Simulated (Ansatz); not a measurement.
# Where H_Se puts its levels in the gap of ZnSe (F-43m)

Aim: at which Fermi levels does H_Se in ZnSe (F-43m) change its charge? The model is a cell of 54 host atoms with 1 Se taken out and 1 H put in.

Method: place-levels on r2SCAN runs: charge-transition levels and formation energies with image-charge correction and potential alignment at the atomic sites; PAW set soft_1, in Ansatz 0.2.0.

**1. Set-up**

The cell holds 54 atoms: 27 Zn, 26 Se and 1 H. Cell: a = 12.017 Å, b = 12.017 Å, c = 12.017 Å, α = 60.0°, β = 60.0°, γ = 60.0°. It derives from ZnSe (space group F-43m). Nearest the centre at fractional (0.417, 0.417, 0.417): H28 at 0.00 Å, Zn45 at 2.45 Å, Zn33 at 2.45 Å, Zn29 at 2.45 Å, Zn27 at 2.45 Å, Se46 at 4.01 Å, Se34 at 4.01 Å, Se30 at 4.01 Å.

As a file:

```xyz
54
Lattice="0.0000 8.4973 8.4973 8.4973 0.0000 8.4973 8.4973 8.4973 0.0000" Properties=species:S:1:pos:R:3 pbc="T T T"
Zn    0.0000    0.0000    0.0000
Se    1.4162    1.4162    1.4162
Zn    2.8324    2.8324    0.0000
Se    4.2487    4.2487    1.4162
Zn    5.6649    5.6649    0.0000
Se    7.0811    7.0811    1.4162
Zn    2.8324    0.0000    2.8324
Se    4.2487    1.4162    4.2487
Zn    5.6649    2.8324    2.8324
Se    7.0811    4.2487    4.2487
Zn    8.4973    5.6649    2.8324
Se    9.9135    7.0811    4.2487
Zn    5.6649    0.0000    5.6649
Se    7.0811    1.4162    7.0811
Zn    8.4973    2.8324    5.6649
Se    9.9135    4.2487    7.0811
Zn   11.3298    5.6649    5.6649
Se   12.7460    7.0811    7.0811
Zn    0.0000    2.8324    2.8324
Se    1.4162    4.2487    4.2487
Zn    2.8324    5.6649    2.8324
Se    4.2487    7.0811    4.2487
Zn    5.6649    8.4973    2.8324
Se    7.0811    9.9135    4.2487
Zn    2.8324    2.8324    5.6649
Se    4.2487    4.2487    7.0811
Zn    5.6649    5.6649    5.6649
H     7.0811    7.0811    7.0811
Zn    8.4973    8.4973    5.6649
Se    9.9135    9.9135    7.0811
Zn    5.6649    2.8324    8.4973
Se    7.0811    4.2487    9.9135
Zn    8.4973    5.6649    8.4973
Se    9.9135    7.0811    9.9135
Zn   11.3298    8.4973    8.4973
Se   12.7460    9.9135    9.9135
Zn    0.0000    5.6649    5.6649
Se    1.4162    7.0811    7.0811
Zn    2.8324    8.4973    5.6649
Se    4.2487    9.9135    7.0811
Zn    5.6649   11.3298    5.6649
Se    7.0811   12.7460    7.0811
Zn    2.8324    5.6649    8.4973
Se    4.2487    7.0811    9.9135
Zn    5.6649    8.4973    8.4973
Se    7.0811    9.9135    9.9135
Zn    8.4973   11.3298    8.4973
Se    9.9135   12.7460    9.9135
Zn    5.6649    5.6649   11.3298
Se    7.0811    7.0811   12.7460
Zn    8.4973    8.4973   11.3298
Se    9.9135    9.9135   12.7460
Zn   11.3298   11.3298   11.3298
Se   12.7460   12.7460   12.7460
```

Known beforehand: the electronic dielectric constant, 7.48, and the static one, 10.54, computed on the host (DFPT, PBEsol, on the r2SCAN cell), and a cell off the functional's own equilibrium shifts the ionic part.

The cell's shortest repeat is 12.0 Å.

**2. What was run first**

Levels follow from differences of total energies between charge states, each relaxed by itself.

Each atom starts 0.05 Å or so off its site in a random direction: a symmetric start keeps its symmetry, and would miss off-centre moves and Jahn–Teller distortions. Forces are taken at one point at (¼, ¼, ¼). The cell holds 1 electron more than the neutral one, with a uniform background that keeps it neutral on the whole.

The sampling was tested on the host first: at the k-points planned (1x1x1 shifted 0.25 0.25 0.25) its energy lies 0.060 eV an atom from the dense-mesh value, so the final energies take a denser sampling.

One state's input; the others differ in charge, spin, start and seed, and in occupations where the table says so.

The input, qm1.relax/input.yaml:

```yaml
crystal:
  lattice:
    - [0.0, 2.8324425, 2.8324425]
    - [2.8324425, 0.0, 2.8324425]
    - [2.8324425, 2.8324425, 0.0]
  atoms:
    - { symbol: Zn, position: [0.0, 0.0, 0.0] }
    - { symbol: Se, position: [0.25, 0.25, 0.25] }
  supercell: [3, 3, 3]
  defects: [{ substitution: { at: 27, symbol: H } }]
total_charge: -1
basis:
  ecutwfc: 500
  xc_grid: 2
hamiltonian:
  xc: r2scan
  pseudopotentials: { kind: paw, azcp: { folder: soft_1 } }
kpoints:
  mp_grid: { grid: [1, 1, 1], shift: [0.25, 0.25, 0.25] }
scf:
  occupations: { method: fixed }
  max_iter: 60
output:
  forces: true
  charged_corrections: { epsilon: 7.48, static_epsilon: 10.54 }
relax:
  f_tol: 0.02
  max_steps: 80
  random_displacement: { amplitude: 0.05, seed: 4155 }
checkpoint:
  write: "../qm1.relax.run"
  compress: false
  write_wavefunctions: true
  write_every: 100000
```

Command:

```sh
> ansatz run input.yaml --threads 32 --pin off --max-ram 56524MiB --backend cuda --events-out ev --progress --plain --runs-dir out --max-vram 78GiB
```

The relaxed structure is kept and the sampling changed to a 2×2×2 shifted mesh.

The run of this state that the levels use, under r2SCAN:

The input, qm1.point/input.yaml:

```yaml
crystal:
  checkpoint: "../qm1.relax.run"
  host: checkpoint
total_charge: -1
basis:
  ecutwfc: 500
  xc_grid: 2
hamiltonian:
  xc: r2scan
  pseudopotentials: { kind: paw, azcp: { folder: soft_1 } }
kpoints:
  mp_grid: { grid: [2, 2, 2], shift: [0.5, 0.5, 0.5] }
scf:
  occupations: { method: fermi_dirac, width: 0.01 }
  max_iter: 60
output:
  forces: true
  eigenvalues: true
  charged_corrections:
    epsilon: 7.48
    static_epsilon: 10.54
    defect_position: [0.416667, 0.416667, 0.416667]
  eigenstates: { localisation: true }
  populations: true
  band_densities: [{ bands: [v1, v1] }, { bands: [c1, c1] }]
  write_density: true
  write_potential: true
  volumetric_format: npy
checkpoint:
  read: "../qm1.relax.run"
  write: "../qm1.point.run"
  compress: false
  write_wavefunctions: false
  write_every: 100000
```

Relaxations under r2SCAN at one point at (¼, ¼, ¼); times on 1 × NVIDIA GB200 with 32 threads of Arm Neoverse V2, shared host:

```
charge  moment (μB)  occupations    outcome  steps  largest displacement against the far atoms (Å)  time
    −1            0        fixed  converged     19                                            1.36  21 s
     0            1        fixed  converged     11                                            1.10  19 s
    +1            0        fixed  converged     10                                            0.82  12 s
    +2            1        fixed  converged     12                                            0.82  29 s
```

Single points under r2SCAN at a 2×2×2 shifted mesh; times on 1 × NVIDIA GB200 with 32 threads of Arm Neoverse V2, shared host:

```
charge  moment (μB)  occupations    outcome   time
    −1            0  fermi-dirac  converged  6.8 s
     0            1  fermi-dirac  converged   13 s
    +1            0  fermi-dirac  converged  5.6 s
    +2            1  fermi-dirac  converged   13 s
```

Distances (Å) from H28 to the nearest atoms after relaxation with r2SCAN:

```
charge  moment (μB)       1.       2.       3.       4.       5.       6.
    −1            0  Zn 1.68  Zn 1.74  Zn 3.11  Zn 3.12  Se 3.22  Se 3.23
     0            1  Zn 1.72  Zn 1.76  Zn 3.24  Zn 3.26  Se 3.31  Se 3.32
    +1            0  Zn 1.80  Zn 1.80  Se 3.45  Se 3.45  Se 3.45  Se 3.46
    +2            1  Zn 1.79  Zn 1.79  Se 3.45  Se 3.45  Se 3.45  Se 3.45
```

**3. place-levels, r2SCAN**

A charged cell interacts with its images and the background, and its potential has another zero than the host's. place-levels removes the first by a point-charge model, screened by the static dielectric constant since the ions have relaxed around the charge, and the second by comparing potentials at atoms far from the defect.

The host is a run of the defect-free crystal in the same cutoffs, grids and k-points, so that basis and sampling errors cancel in part in the differences. The host is run in a cell of 2 atoms on a matching mesh. Its band edges are searched through the zone by a band path, so the gap is smaller than, or equal to, that on the mesh. Chemical potentials are energies per atom of Se (trigonal (grey) selenium) and H (H2 molecule), run with the same functional and cutoff.

The input, levels.point.yaml:

```yaml
host:
  run: host.point.run
states: [qm1.point.run, q0_M1.point.run, qp1.point.run, qp2_M1.point.run]
geometry_from:
  qm1.point.run: qm1.relax.run
  q0_M1.point.run: q0_M1.relax.run
  qp1.point.run: qp1.relax.run
  qp2_M1.point.run: qp2_M1.relax.run
  host.point.run: host.relax.run
chemical_potentials:
  Se:
    energy: -5478.140172
    dataset: "<sha256 of the dataset>"
  H:
    energy: -15.945394
    dataset: "<sha256 of the dataset>"
epsilon: 7.48
static_epsilon: 10.54
vertical:
  - { from: qm1.point.run, to: qm1.point_neutral.run }
  - { from: qp1.point.run, to: qp1.point_neutral.run }
  - { from: qp2_M1.point.run, to: qp2_M1.point_neutral.run }
```

Command:

```sh
> ansatz place-levels levels.point.yaml -- --threads 32 --pin off --max-ram 56524MiB --backend cuda --max-vram 78GiB
```

Numbers of over 12 decimals in the logs are rounded to 6 here.

What it wrote:

```text
[... repeated set-up lines and file paths are left out, and long positions are rounded to six places ...]
(+2/+1) 0.000 eV above the valence edge (-0.503 eV without the band-filling correction), 1.862 eV under the conduction edge
(+1/0) 2.129 eV above the valence edge, in the conduction band; not on the lower envelope
(0/-1) 1.128 eV above the valence edge, 0.735 eV under the conduction edge; not on the lower envelope
(+1/-1) 1.629 eV above the valence edge, 0.234 eV under the conduction edge: charges between them are lowest nowhere
formation energy of charge +2: +2.220 eV with the Fermi level at the valence edge
formation energy of charge +1: +2.220 eV with the Fermi level at the valence edge
formation energy of charge 0: +4.349 eV with the Fermi level at the valence edge
formation energy of charge -1: +5.477 eV with the Fermi level at the valence edge
vertical -1 to 0: no energy, since no alignment is typed
  the change from vertical[0].from (qm1.point.run) to vertical[0].to (qm1.point_neutral.run): by its potential at epsilon 7.48 it stands at 0.471 0.472 0.363, with an rms radius of about 1.7 Å (1.1 1.1 0.8 Å across the planes of the cell's vectors); [...]
vertical +1 to 0: no energy, since no alignment is typed
  the change from vertical[1].from (qp1.point.run) to vertical[1].to (qp1.point_neutral.run): by its potential at epsilon 7.48 it stands at 0.403 0.418 0.403, with an rms radius of about 3.3 Å (2.0 1.7 2.0 Å across the planes of the cell's vectors); [...]
vertical +2 to 0: no energy, since no alignment is typed
  the change from vertical[2].from (qp2_M1.point.run) to vertical[2].to (qp2_M1.point_neutral.run): by its potential at epsilon 7.48 it stands at 0.411 0.427 0.428, with an rms radius of about 5.2 Å (2.6 3.2 3.2 Å across the planes of the cell's vectors); [...]
  edges by r2scan, gap 1.862 eV; the host is sampled to repeats of 24.03 Å
  the defect's cells are sampled to repeats of 24.03 Å, like sampling
  charge +2: -232296.5060 eV with its correction of +0.021 eV, at epsilon 10.54, aligned at sites: -0.3579 eV, mean over 19 atomic sites at or beyond 6.01 Å from the host's site at [0.4166, 0.4166, 0.4166] by the defect at [0.4167, 0.4167, 0.4167], with [...]
  states[3] (qp2_M1.point.run): levels filled in part (TS 0.002 eV): its energy is of no whole electron's
  charge +1: -232290.7615 eV with its correction of -0.070 eV, at epsilon 10.54, aligned at sites: -0.2541 eV, mean over 19 atomic sites at or beyond 6.01 Å from the host's site at [0.4166, 0.4166, 0.4166] by the defect at [0.4167, 0.4167, 0.4167], with [...]
  charge 0: +0.000 eV for its dipole among its images, +0.000 omitted
  charge -1: -232275.0085 eV with its correction of +0.385 eV, at epsilon 10.54, aligned at sites: -0.2008 eV, mean over 19 atomic sites at or beyond 6.01 Å from the host's site at [0.4166, 0.4166, 0.4166] by the defect at [0.4167, 0.4167, 0.4167], with [...]
  of states[3] (qp2_M1.point.run): it parts from the run at its places by a charge that spreads by about 3.2 Å along one vector (1.7 Å or more is wide), by its potential at epsilon 7.48, taken for that of held ions (one typed too small widens it), where the [...]
  of states[2] (qp1.point.run): it parts from the run at its places by a charge that spreads by about 2 Å along one vector (1.7 Å or more is wide), by its potential at epsilon 7.48, taken for that of held ions (one typed too small widens it), where the cell [...]
```

Elapsed: 0.35 s, on 32 threads of Arm Neoverse V2, shared host.

Levels between the charges placed, in eV above the valence top:

```
        gap (eV)  (+2/+1)  (+1/0)  (0/−1)
r2SCAN      1.86     0.00    2.13    1.13
```

Corrections by state:

```
charge  moment (μB)  image terms and alignment (eV)  band filling (eV)  ε used  over the lowest of its charge, as the program ranks them, band filling apart (eV)
    +2          1.0                           0.021             -0.503   10.54                                                                              0.000
    +1          0.0                          -0.070                  -   10.54                                                                              0.000
     0          1.0                           0.000                  -       -                                                                              0.000
    −1          0.0                           0.385                  -   10.54                                                                              0.000
```

The charged structures listed were also run neutral, and place-levels reads from each pair, by the potential or the spins, how wide the charge is by which they differ; that can be the carrier of either run.

```
charge  rms radius (Å)  spread where it is widest against the cell (Å)  wide from (Å)  reading
    +2             5.2                                            3.17           1.70     wide
    +1             3.3                                            2.02           1.70     wide
    −1             1.7                                            1.09           1.70   narrow
```

The neutral runs of these pairs need not share the spin of the lowest neutral state, and very wide values only mean spread over the cell.

From the program's caveats on the states, each cut to its opening words:

- charge +2 (1 μB): it parts from the run at its places by a charge that spreads by about 3.2 Å along one vector (1.7 Å or more is wide), by its potential at epsilon 7.48, taken [...]
- charge +2 (1 μB): a band-filling correction moves a carrier to the host's band edge, which changes its energy by -0.503 eV
- charge +2 (1 μB): its sublattices stand up to 0.0084 Å off the host's, which by the two runs' forces adds about +0.01 eV to its energy against the host's, and moves the band [...]
- charge +2 (1 μB): its moments are held at its close (magnetization.spin_locking), by a field of 0.056 eV a Bohr magneton, and its energy and levels are of the state that this [...]
- charge +2 (1 μB), 0 (1 μB): flagged: stability check not made
- charge +1: it parts from the run at its places by a charge that spreads by about 2 Å along one vector (1.7 Å or more is wide), by its potential at epsilon 7.48, taken for [...]
- charge +1: its alignment with the host at atomic sites is doubtful: the mean over the far sites moves by -0.0714 eV from their farther parts to their nearer, more than [...]

The host's formation energy from the elements is -0.850 eV per atom; it sets how far the chemical potentials can move.

Limit set by the element alone; other compounds of these elements are not counted. Chemical potentials from the elements' reference states: Se 0.00 eV, Zn -1.70 eV, H 0.00 eV. Formation energy by charge state (Se-rich; gap 1.86 eV):

```
charge  at valence top (eV)  at conduction bottom (eV)  correction included (eV)
    +2                 2.22                       5.94                     -0.48
    +1                 2.22                       4.08                     -0.07
     0                 4.35                       4.35                      0.00
    −1                 5.48                       3.61                      0.39
```

| Fermi level (eV) | lowest formation energy (eV) |
| --- | --- |
| 0.00 | 2.22 |
| 0.17 | 2.39 |
| 0.34 | 2.56 |
| 0.51 | 2.73 |
| 0.68 | 2.90 |
| 0.85 | 3.07 |
| 1.02 | 3.24 |
| 1.19 | 3.41 |
| 1.35 | 3.57 |
| 1.52 | 3.74 |
| 1.69 | 3.78 |
| 1.86 | 3.61 |

Limit set by the element alone; other compounds of these elements are not counted. Chemical potentials from the elements' reference states: Zn 0.00 eV, Se -1.70 eV, H 0.00 eV. Formation energy by charge state (Zn-rich; gap 1.86 eV):

```
charge  at valence top (eV)  at conduction bottom (eV)  correction included (eV)
    +2                 0.52                       4.25                     -0.48
    +1                 0.52                       2.38                     -0.07
     0                 2.65                       2.65                      0.00
    −1                 3.78                       1.92                      0.39
```

```
Fermi level (eV)  lowest formation energy (eV)
            0.00                          0.52
            0.17                          0.69
            0.34                          0.86
            0.51                          1.03
            0.68                          1.20
            0.85                          1.37
            1.02                          1.54
            1.19                          1.71
            1.35                          1.88
            1.52                          2.04
            1.69                          2.08
            1.86                          1.92
```

**4. Outcome**

```
gap of the host                                                          : 1.86 eV (r2SCAN)
level (plus 2/plus 1)                                                    : 0.00 eV above the valence top (-0.50 eV above the valence top without the band-filling term)
level (plus 1/0)                                                         : 2.13 eV above the valence top, past the conduction bottom, not a change between lowest states
level (0/minus 1)                                                        : 1.13 eV above the valence top, not a change between lowest states
level (plus 1/minus 1)                                                   : 1.63 eV above the valence top
lowest of the charges placed, just above the valence top (0.02 eV)       : +1
lowest of the charges placed, just below the conduction bottom (0.02 eV) : −1
lowest formation energy at mid-gap of the charges run, Se-rich           : 3.15 eV
lowest formation energy at mid-gap of the charges run, Zn-rich           : 1.45 eV
```

What this shows: Of the charges placed (−1, 0, +1 and +2), the lowest changes at 1.63 eV (+1/−1) above the valence top, in a gap of 1.86 eV. (+1/−1) passes over charge 0, which lies 0.50 eV above the two there; a lower structure or spin state of it, if missed, would change that. Charges below −1 were not placed, so these runs say nothing of levels that involve them. States placed: +2 at 1 μB; +1 at 0 μB; 0 at 1 μB; −1 at 0 μB. Other spin states or structures, where not listed, weren't placed. The program finds carriers beyond a band edge of the host and adds a band-filling term at charge +2 (-0.50 eV); steps to such a charge show no bound level, and a defect level inside a band would be read the same way. At charge −1, 0, +1 and +2 the atom put in ends up to 1.3 Å from its starting place, so the name tells the start alone and the levels can join different sites. H is taken at its element; compounds, which aren't counted here, bound the chemical potentials and would shift these formation energies. The program doubts the alignment of potentials for at least one state, a sign that the cell is small. Keep in mind: r2SCAN makes the gap too small and tends to spread out bound carriers; force components of up to 0.18 eV/Å remain in a run at the final settings.

[Logs are printed without paths, hosts, clocks, repeated set-up lines and the standing remarks that a program may print on its own settings, such as how far it seeks lower states.]

[Hosts, paths, dates, database ids (printed as entryN), source tags and the programs' standing remarks are cut or masked in the printed files.]

[Where a table of states has a column of steps, it counts the stored structures, which are thinned; the runs took as many ionic steps or more.]

[A defect's name tells the site on which it was built; relaxed atoms can leave that site.]

[For some hosts the program warned that the k-mesh of the response run may be too coarse for force constants and the static dielectric constant; such warnings are not shown here.]
